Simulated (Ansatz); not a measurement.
## LiH: energy along a strain

LiH, Fm-3m, a = 4.065 Å (as given, not relaxed at this level: -1.5 GPa). Ansatz: PBE, PAW, 420 eV, Γ-centred 10×10×10 mesh on 2 atoms, Gaussian smearing 0.05 eV; no spin polarisation. Cell vectors (Å): 0.000 2.033 2.033; 2.033 0.000 2.033; 2.033 2.033 0.000. The cell is strained by x per cent times the pattern (0 1 0 0 0 0) in the order xx yy zz yz xz xy (engineering shears), with fractional coordinates held. y is the free energy over the start, V0 = 8.396 Å³/atom.

```
x (%) y (meV/atom)
-4.00             ?
-3.00         -0.45
-2.00         -0.74
-1.00         -0.58
 0.00          0.00
 1.00          0.94
 2.00          2.22
 3.00          3.81
 3.50          4.71
 4.00          5.68
```

Q: Fit y = c1 x + c2 x² + c3 x³ to the other rows, get the stiffness along the pattern, and predict the missing energy.

A: Least squares on the rows shown. y = 0.7613 x + 0.1866 x² − 0.005543 x³. The clamped-ion stiffness p·C·p = 2 × 1.866 eV × 160.2 / 8.396 Å³ = 71 GPa, which is C22 in these axes (C11 of the cubic crystal) (second derivative at the start, which stands under stress). At x = -4.00 the fit asked for gives 0.30 meV/atom. The run gave 0.33 meV/atom, so the fit is 0.03 meV/atom too low, a small miss on the scale of the series.